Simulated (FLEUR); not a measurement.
# Ge (Cmcm) in FLEUR: further runs, part 2 of 2

FLEUR MaX-R8.1 (later development tree).

## Step 5: Equation of state, LDA, 18.25 Å³/atom

File inp.xml:

```xml
<?xml version="1.0" encoding="UTF-8" standalone="no"?>
<fleurInput fleurInputVersion="0.39">
   <comment>
      Ge                                                                                                  
   </comment>
   <calculationSetup>
      <cutoffs Kmax="4.1" Gmax="12.7" GmaxXC="12.7" numbands="0"/>
      <scfLoop itmax="60" minDistance="0.00001" maxIterBroyd="15" imix="Anderson" alpha="0.05" precondParam="0.0" spinf="2.0" sdNocoIR="T"/>
      <coreElectrons ctail="T" frcor="F" kcrel="0" coretail_lmax="0"/>
      <xcFunctional name="vwn" relativisticCorrections="F"/>
      <magnetism jspins="1"/>
      <soc l_soc="F" theta="0.0" phi="0.0" spav="F"/>
      <expertModes spex="0" secvar="F"/>
      <geometryOptimization l_f="F" forcealpha="1.0" forcemix="BFGS" epsdisp="0.00001" epsforce="0.00001"/>
      <ldaU l_linMix="F" mixParam="0.05" spinf="1.0"/>
   </calculationSetup>
   <cell>
      <bzIntegration valenceElectrons="44.0" mode="hist" fermiSmearingEnergy="0.00183747">
         <kPointListSelection listName="default-1"/>
         <!-- k-points included here -->
         <xi:include xmlns:xi="http://www.w3.org/2001/XInclude" href="kpts.xml"> </xi:include>
      </bzIntegration>
      <!-- symmetry operations included here -->
      <xi:include xmlns:xi="http://www.w3.org/2001/XInclude" href="sym.xml"> </xi:include>
      <bulkLattice scale="1.0000000000">
         <bravaisMatrix>
            <row-1>    2.8120124871599446    -4.9032527412451854     0.0000000000000000</row-1>
            <row-2>    2.8120124871599446     4.9032527412451854     0.0000000000000000</row-2>
            <row-3>    0.0000000000000000     0.0000000000000000     8.9338612709119740</row-3>
         </bravaisMatrix>
      </bulkLattice>
   </cell>
   <atomSpecies>
      <species name="Germanium (Ge)" element="Ge" atomicNumber="32">
         <mtSphere radius="2.48" gridPoints="847" logIncrement="0.015"/>
         <atomicCutoffs lmax="10" lnonsphr="10"/>
         <electronConfig flipSpins="F">
            <coreConfig>(1s1/2) (2s1/2) (2p1/2) (2p3/2)</coreConfig>
            <valenceConfig>(3s1/2) (3p1/2) (3p3/2) (4s1/2) (3d3/2) (3d5/2) (4p1/2) (4p3/2)</valenceConfig>
            <stateOccupation state="(4p1/2)" spinUp="0.333333" spinDown="0.333333"/>
            <stateOccupation state="(4p3/2)" spinUp="0.666667" spinDown="0.666667"/>
         </electronConfig>
         <energyParameters s="4" p="4" d="3" f="4"/>
         <lo type="SCLO" l="0" n="3" eDeriv="0"/>
         <lo type="SCLO" l="1" n="3" eDeriv="0"/>
         <lo type="SCLO" l="1" n="3" eDeriv="1"/>
         <lo type="HELO" l="2" n="4" eDeriv="0"/>
         <lo type="HELO" l="2" n="4" eDeriv="1"/>
         <lo type="SCLO" l="3" n="4" eDeriv="2"/>
      </species>
   </atomSpecies>
   <atomGroups>
      <atomGroup species="Germanium (Ge)">
         <relPos label="                   1">.3334466300 -.3334466300 1.000/4.000</relPos>
         <relPos label="                   2">-.3334466300 .3334466300 -1.000/4.000</relPos>
         <force calculate="T" relaxXYZ="TTT"/>
      </atomGroup>
   </atomGroups>
   <output dos="F" band="F" slice="F">
      <checks vchk="F" cdinf="F"/>
      <bandDOS minEnergy="-.5*Htr" maxEnergy="0.5*Htr" sigma="0.015" storeEVData="T"/>
      <vacuumDOS vacdos="F" integ="F" star="F" nstars="0" locx1="0.0" locy1="0.0" locx2="0.0" locy2="0.0" nstm="0" tworkf="0.0"/>
      <unfoldingBand unfoldBand="F" supercellX="1" supercellY="1" supercellZ="1"/>
      <plotting iplot="0" polar="F">
         <plot TwoD="T" vec1="  1.0  0.0  0.0" vec2="  0.0  1.0  0.0" vec3="  0.0  0.0  1.0" zero="  0.0  0.0  0.0" file="plot"/>
      </plotting>
      <chargeDensitySlicing numkpt="0" minEigenval="0.0" maxEigenval="0.0" nnne="0" pallst="F"/>
      <specialOutput eonly="F"/>
      <moessbauerParams electricFieldGradient="T" isomerShift="T" coreHyperfine="T" valenceHyperfine="T"/>
      <magneticCircularDichroism mcd="F" energyLo="-10.0" energyUp="0.0"/>
   </output>
  <!-- We include the file relax.xml here to enable relaxations (see documentation) -->
  <xi:include xmlns:xi="http://www.w3.org/2001/XInclude" href="relax.xml"> <xi:fallback/> </xi:include>
</fleurInput>
```

Started as:

```sh
> inpgen -f crystal.txt -profile fastHighL
> # inp.xml edited to the form shown
> fleur_MPI
```

It took 83 s on 1 thread of Arm Neoverse V2, shared host; peak memory 0.09 GiB.

It converged, with:

| Property | Result |
| --- | --- |
| Free energy | -114079.8211 eV |
| Band gap on the k mesh | none (metal or under the smearing width) |
| Valence electrons inside the program's atomic spheres | Ge 20.61 (radii Ge 2.48 bohr) |

## Step 6: Equation of state, LDA, 18.98 Å³/atom (volume scaled by 1.04)

Changes to inp.xml since step 5:

```diff
@@ -24,3 +24,3 @@
       <xi:include xmlns:xi="http://www.w3.org/2001/XInclude" href="sym.xml"> </xi:include>
-      <bulkLattice scale="1.0000000000">
+      <bulkLattice scale="1.0131594038">
          <bravaisMatrix>
```

Potentials or basis: all-electron, FLAPW.

Started as:

```sh
> inpgen -f crystal.txt -profile fastHighL
> # inp.xml edited to the form shown
> fleur_MPI
```

Run time: 87 s. Hardware: 1 thread of Arm Neoverse V2, shared host; peak memory 0.09 GiB.

Results (log left out):

| Item | Value |
| --- | --- |
| Free energy | -114079.7972 eV |
| Band gap on the k mesh | none (metal or under the smearing width) |
| Valence electrons inside the program's atomic spheres | Ge 20.57 (radii Ge 2.48 bohr) |

## Step 7: Equation of state, LDA, 19.35 Å³/atom (volume scaled by 1.06)

Changes to inp.xml since step 6:

```diff
@@ -24,3 +24,3 @@
       <xi:include xmlns:xi="http://www.w3.org/2001/XInclude" href="sym.xml"> </xi:include>
-      <bulkLattice scale="1.0131594038">
+      <bulkLattice scale="1.0196128224">
          <bravaisMatrix>
```

Started as:

```sh
> inpgen -f crystal.txt -profile fastHighL
> # inp.xml edited to the form shown
> fleur_MPI
```

It took 89 s on 1 thread of Arm Neoverse V2, shared host; peak memory 0.09 GiB.

Results (log left out):

- Free energy: -114079.7766 eV
- Band gap on the k mesh: none (metal or under the smearing width)
- Valence electrons inside the program's atomic spheres: Ge 20.55 (radii Ge 2.48 bohr)

## Step 8: Equation of state, LDA

This step only gathers the single runs of the series.

Results:

```
Equilibrium volume                        : 17.97 Å³/atom
Bulk modulus at fixed shape and positions : 80 GPa
Pressure derivative of the bulk modulus   : 4.3 (rough: it moves with the points fitted)
```

Energy against volume, from the lowest point:
```tsv
volume (Å³/atom)	energy (meV/atom)
17.158	8.83
17.523	1.79
18.253	0.00
18.984	11.96
19.349	22.25
```

Caveat: the cell was scaled at fixed shape and fractional positions, which overstates the stiffness of a crystal with free parameters, most of all of layers and chains.
